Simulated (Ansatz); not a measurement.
The system is Sb.

```
Sb
1.0
     2.15420    1.24373    3.75800
    -2.15420    1.24373    3.75800
     0.00000   -2.48746    3.75800
Sb
2
Direct
  0.76651 0.76651 0.76651
  0.23349 0.23349 0.23349
```

```yaml
Program: Ansatz 0.2.0
Task: relaxation of cell and atoms
Functional: RPBE
Potentials_or_basis: all-electron LAPW, scalar-relativistic
Basis_error_allowed: 0.001 eV/atom
k_mesh: 8 × 8 × 8
Occupations: fermi-dirac, width 0.05 eV
Spin: no spin polarisation
```

At the start: volume 30.21 Å³/atom.

**Question.** How do energy, volume and symmetry change on relaxing?

**Answer.** Over 8 steps the energy falls by 32.0 meV/atom and the volume is 33.45 Å³/atom (+10.7 %); space group R-3m (No. 166, to 0.05 Å).

The path:
```tsv
step	energy change (eV)	largest force (eV/Å)	volume (Å³)
1	0.0000	0.1902	60.41
2	-0.0341	0.3602	67.99
3	-0.0585	0.0955	65.83
4	-0.0615	0.0295	65.64
5	-0.0636	0.0125	66.46
6	-0.0639	0.0191	66.70
7	-0.0640	0.0037	66.89
8	-0.0640	0.0037	66.89
```

Final structure:
```cif
data_structure
_symmetry_space_group_name_H-M 'P 1'
_symmetry_Int_Tables_number 1
_cell_length_a 4.7327
_cell_length_b 4.7327
_cell_length_c 4.7327
_cell_angle_alpha 55.369
_cell_angle_beta 55.369
_cell_angle_gamma 55.369
_cell_volume 66.89
loop_
_atom_site_label
_atom_site_type_symbol
_atom_site_fract_x
_atom_site_fract_y
_atom_site_fract_z
_atom_site_occupancy
Sb1 Sb 0.76987 0.76987 0.76987 1
Sb2 Sb 0.23013 0.23013 0.23013 1
```

Caveat: the volume moved by +11 % from the deposited cell, more than functionals usually miss.
